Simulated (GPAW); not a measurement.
# CoO (R-3m) in GPAW: single point with LDA

Aim: the single point of CoO with LDA.

Program: GPAW 26.7.0. These are calculated values, not measurements. Logs are shortened: lines on timing, memory, paths and dates and some standing lists are left out, and cuts for length are marked. The log counts tension as positive stress, the text compression.

### 1 Starting point

The structure is trigonal, space group R-3m (No. 166). Conventional cell: a = 3.011 Å, b = 3.011 Å, c = 7.320 Å, α = 90.00°, β = 90.00°, γ = 120.00°. Co (site symmetry -3m) has 6 O at 2.12 Å as nearest neighbours. Around O (site symmetry -3m) lie 6 Co at 2.12 Å.

The cell is a database's computed one.

### 2 Single point, LDA, collinear spin, ferromagnetic start

Contents of run.py:

```python
from ase import Atoms
from ase.dft.bandgap import bandgap
from ase.io import write
from ase.units import GPa
from gpaw import GPAW, PW, setup_paths

setup_paths.insert(0, '.')

atoms = Atoms(['Co', 'O'],
              cell=[[1.5054695445, 0.8691832468, 2.4399269062],
                    [-1.5054695445, 0.8691832468, 2.4399269062],
                    [0.0, -1.7383664936, 2.4399269062]],
              scaled_positions=[[0.0, 0.0, 0.0],
                                [0.5, 0.5, 0.5]],
              pbc=True)
atoms.set_initial_magnetic_moments([3.0, 0.0])

calc = GPAW(mode=PW(650),
            xc='LDA',
            kpts={'size': (9, 9, 9), 'gamma': True},
            occupations={'name': 'fermi-dirac', 'width': 0.05},
            nbands=17,
            maxiter=120,
            txt='gpaw.txt')
atoms.calc = calc
energy = atoms.get_potential_energy()
forces = atoms.get_forces()
stress = atoms.get_stress()
calc.write('gs.gpw')
write('result.traj', atoms)
print(f'Energy: {energy:.6f} eV')
print('Forces (eV/A):')
print(forces.round(4))
print('Stress (GPa):', (stress / GPa).round(3))
print('Moments:', calc.get_magnetic_moments().round(3))
print('Fermi level:', round(calc.get_fermi_level(), 4), 'eV')
print(f'Gap: {bandgap(calc)[0]:.4f} eV, direct: {bandgap(calc, direct=True)[0]:.4f} eV')
```

Potentials or basis: PAW data sets generated in the run's folder for this functional, pw.

The run is started by

```console
$ gpaw-setup -f LDA Co O
$ OMP_NUM_THREADS=1 python run.py
```

gpaw.txt:

```text
__  _  _
 | _ |_)|_||  |
 |__||  | ||/\| - 26.7.0

Input parameters:
  mode=PW(ecut=650.0),
  kpts=MonkhorstPack(size=(9, 9, 9), gamma=True),
  maxiter=120,
  nbands=17,
  occupations=Occupations(name='fermi-dirac', width=0.05),
  xc=XC(name='LDA')

Diagonalizing LCAO Hamiltonian
Converting LCAO to pw mode

       O

       Co

Atoms  # Å, Bohr magnetons
|   | symbol |        x |        y |        z |    initial magnetic moments |
|---|--------|----------|----------|----------|-----------------------------|
| 0 |     Co | 0.000000 | 0.000000 | 0.000000 | ( 0.0000,  0.0000,  3.0000) |
| 1 |      O | 0.000000 | 0.000000 | 3.659890 | ( 0.0000,  0.0000,  0.0000) |

Unit cell  # Å
| periodic |         x |         y |        z |  lengths |    angles |
|----------|-----------|-----------|----------|----------|-----------|
|      yes |  1.505470 |  0.869183 | 2.439927 | 2.995857 | 60.333340 |
|      yes | -1.505470 |  0.869183 | 2.439927 | 2.995857 | 60.333340 |
|      yes |  0.000000 | -1.738366 | 2.439927 | 2.995857 | 60.333340 |

Number of symmetries: 12
Symmetry operations  # r_c * U_cc + t_c -> r_c
|    | kind |            matrix            |
|----|------|------------------------------|
|  0 |  E   |  1, 0, 0,  0, 1, 0,  0, 0, 1 |
|  1 |  σ   |  1, 0, 0,  0, 0, 1,  0, 1, 0 |
|  2 |  σ   |  0, 1, 0,  1, 0, 0,  0, 0, 1 |
|  3 |  C3  |  0, 1, 0,  0, 0, 1,  1, 0, 0 |
|  4 |  C3  |  0, 0, 1,  1, 0, 0,  0, 1, 0 |
|  5 |  σ   |  0, 0, 1,  0, 1, 0,  1, 0, 0 |
|  6 |  C2  |  0, 0,-1,  0,-1, 0, -1, 0, 0 |
|  7 |  S6  |  0, 0,-1, -1, 0, 0,  0,-1, 0 |
|  8 |  S6  |  0,-1, 0,  0, 0,-1, -1, 0, 0 |
|  9 |  C2  |  0,-1, 0, -1, 0, 0,  0, 0,-1 |
| 10 |  C2  | -1, 0, 0,  0, 0,-1,  0,-1, 0 |
| 11 |  i   | -1, 0, 0,  0,-1, 0,  0, 0,-1 |

BZ-sampling:
  Number of BZ points: 729
  Number of IBZ points: 85

  Monkhorst-Pack size: [9, 9, 9]
  Monkhorst-Pack shift: [0, 0, 0]

K-points  # in reciprocal-cell coordinates
|     |                                coordinates |     weight |
|-----|--------------------------------------------|------------|
|   0 | (  0.00000000,   0.00000000,   0.00000000) | 0.00137174 |
|   1 | (  0.11111111,   0.00000000,  -0.11111111) | 0.00823045 |
|   2 | (  0.11111111,   0.00000000,   0.00000000) | 0.00823045 |
|   3 | (  0.11111111,   0.11111111,  -0.11111111) | 0.00823045 |
|   4 | (  0.11111111,   0.11111111,   0.00000000) | 0.00823045 |
|   5 | (  0.11111111,   0.11111111,   0.11111111) | 0.00274348 |
|   6 | (  0.22222222,  -0.11111111,  -0.11111111) | 0.00823045 |
|   7 | (  0.22222222,   0.00000000,  -0.22222222) | 0.00823045 |
|   8 | (  0.22222222,   0.00000000,  -0.11111111) | 0.01646091 |
|   9 | (  0.22222222,   0.00000000,   0.00000000) | 0.00823045 |
| ... |                                            |            |
|  84 | (  0.44444444,   0.44444444,   0.44444444) | 0.00274348 |

Plane wave coefficients: 739
Cutoff: 650.0 eV

Spin-components: 2 (collinear spins)
Bands:           17
Projectors:      11
Spin-degeneracy: 1
Datatype:        complex128

Parallelization:
  kpt:    1
  domain: 1
  band:   1

Density:
  Valence electrons: 15.0
  Components: 2
  Grid points: [18 18 18]
  Charge: 0.0  # |e|

Potential:
  Grid points: [18 18 18]

species:
  Co:
    name:    Cobalt
    Z:       27.0
    valence: 9
    core:    18
    charge:  0.0  # [|e|]
    compensation charges:
      type: gauss
      rc: 0.32  # [Å]
      lmax: 2
    cutoffs:
      filter: 1.87  # [Å]
      core: 2.55  # [Å]
    projectors
    | kind |    occ | energy [eV] | rcut [Å] |
    |------|--------|-------------|----------|
    |   4s |  2.000 |      -5.672 |    1.005 |
    |   4p |  0.000 |      -1.387 |    1.058 |
    |   3d |  7.000 |      -8.461 |    1.005 |
    |    s |        |      21.539 |    1.005 |
    |    p |        |      25.825 |    1.058 |
    |    d |        |      18.750 |    1.005 |

    Using partial waves for Co as LCAO basis

  O:
    name:    Oxygen
    Z:       8.0
    valence: 6
    core:    2
    charge:  0.0  # [|e|]
    compensation charges:
      type: gauss
      rc: 0.21  # [Å]
      lmax: 2
    cutoffs:
      filter: 1.17  # [Å]
      core: 0.83  # [Å]
    projectors
    | kind |    occ | energy [eV] | rcut [Å] |
    |------|--------|-------------|----------|
    |   2s |  2.000 |     -23.752 |    0.688 |
    |   2p |  4.000 |      -9.195 |    0.598 |
    |    s |        |       3.459 |    0.688 |
    |    p |        |      18.016 |    0.598 |
    |    d |        |       0.000 |    0.619 |

    Using partial waves for O as LCAO basis

Reference energy: -39866.174776  # eV

eigensolver:
  PPCG
  Converge bands: occupied
  niter=2

density mixing:
  MSR1-Mixer
  Pratt-step length: 0.05
  Maximum mixing coefficient: 0.75
  Old densities: 10
  SVD Regularization: 0.005
  Good broyden scale: 1.0
  Trust region scale: 1.0
  Backstep threshold: 4.0
  History deletion threshold: 6.0
  Fourier metric: weight=20.0, sigma=0.015

occupation numbers:
  Fermi-Dirac:
    width: 0.0500  # eV

poisson solver:
  ecut: 5200.0  # eV

xc functional:
  name: None

convergence criteria:
- Maximum [total energy] change in last 3 cyles: 0.0005 eV / valence electron
- Maximum integral of absolute [dens]ity change: 0.0001 electrons / valence electron
- Maximum integral of absolute [eigenst]ate change: 4e-08 eV^2 / valence electron
maximum number of iterations: 120

SCF iterations
|iter     | |      energy | eigst |  dens |  magmom |
|---------|-|-------------|-------|-------|---------|
|iter:   1| |  -16.693016 | +0.03 |       |  +3.0020|
|iter:   2| |  -16.494912 | -1.97 | -0.92 |  +3.0019|
|iter:   3| |  -16.119888 | -2.09 | -0.96 |  +3.0008|
|iter:   4| |  -16.148620 | -2.69 | -1.25 |  +2.9044|
|iter:   5| |  -16.154175 | -2.99 | -1.55 |  +2.8869|
|iter:   6| |  -16.157587 | -3.51 | -1.64 |  +2.8089|
|iter:   7| |  -16.157742c| -5.43 | -2.50 |  +2.8007|
|iter:   8| |  -16.157739c| -6.04 | -3.07 |  +2.8003|
|iter:   9| |  -16.157743c| -7.05 | -3.60 |  +2.8022|
|iter:  10| |  -16.157743c| -8.03c| -4.21c|  +2.8029|

Converged in 10 steps
Energy contributions relative to reference atoms: (reference = -39866.174776)

Energy contributions:
  Kinetic:          22.146016
  Coulomb:         -19.478730
  Zero:              0.081663
  External:          0.000000
  Xc:              -18.890402
  Entropy:          -0.032580
  Spinorbit:         0.000000
  ----------------------------
  Free energy:     -16.174033
  Extrapolated:    -16.157743

dipole moment: (0.000000, -0.000000, -19.615864)  # |e|*Ang

Total magnetic moment: (0.000000, 0.000000, 2.802879)

Local magnetic moments
|        x |        y |        z |
|----------|----------|----------|
| 0.000000 | 0.000000 | 2.399668 |  # Co   0
| 0.000000 | 0.000000 | 0.232350 |  # O    1

Fermi level: 8.569
Eigenvalues  # (at kpt = [0.000, 0.000, 0.000])
| band index |      eig [eV] | occ [0-1] |      eig [eV] | occ [0-1] |
|------------|---------------|-----------|---------------|-----------|
|          0 |       -11.713 |     1.000 |       -11.203 |     1.000 |
|          1 |         5.113 |     1.000 |         5.684 |     1.000 |
|          2 |         5.113 |     1.000 |         5.684 |     1.000 |
|          3 |         5.162 |     1.000 |         5.736 |     1.000 |
|          4 |         5.461 |     1.000 |         7.425 |     1.000 |
|          5 |         5.461 |     1.000 |         7.427 |     1.000 |
[... 9 lines left out ...]
|         15 |        29.638 |     0.000 |        30.510 |     0.000 |
|         16 |        29.781 |     0.000 |        30.657 |     0.000 |

No gap
No difference between direct/indirect transitions

Forces  # eV/Ang
|       x |       y |        z |
|---------|---------|----------|
| 0.00000 | 0.00000 |  0.00000 |  # Co   0
| 0.00000 | 0.00000 | -0.00000 |  # O    1

Stress tensor  # eV/Ang^3
|        x |         y |        z |
|----------|-----------|----------|
| 0.122333 | -0.000000 | 0.000000 |
| 0.000000 |  0.122333 | 0.000000 |
| 0.000000 |  0.000000 | 0.124026 |

# Writing to gs.gpw (mode='')
```

It took 44 s on 1 thread of Arm Neoverse V2, shared host; peak memory 0.17 GiB.

Results:

```
Free energy            : -16.1740 eV
Pressure               : -19.7 GPa
Band gap on the k mesh : none (metal or under the smearing width)
Net moment             : 2.80 μB per cell
Site moments           : Co +2.40; O +0.23 μB
```

Levels at points of the mesh, in eV from the Fermi level:
Spin up:
```csv
k point,band 7,band 8,band 9,band 10,band 11,band 12
"(0.00, 0.00, 0.00)",-3.08,-3.08,-3.07,0.80,16.62,17.75
```
Spin down:
| k point | band 4 | band 5 | band 6 | band 7 | band 8 | band 9 |
| --- | --- | --- | --- | --- | --- | --- |
| (0.00, 0.00, 0.00) | -2.83 | -1.14 | -1.14 | -1.11 | -0.44 | -0.44 |

Caveat: the cutoff is short for stress and forces, so pressures can be off by a GPa or more; so large a pressure means that the cell lies far from this level's equilibrium, or that cutoff or potentials fall short; a cell with one magnetic atom can't hold antiferromagnetic order, which such compounds often take; semilocal functionals often make such compounds metallic where correlation or magnetic order opens a gap, which also shifts bond lengths. With open d or f shells a metallic result of LDA can be an artefact of self-interaction; +U or a hybrid may open a gap.
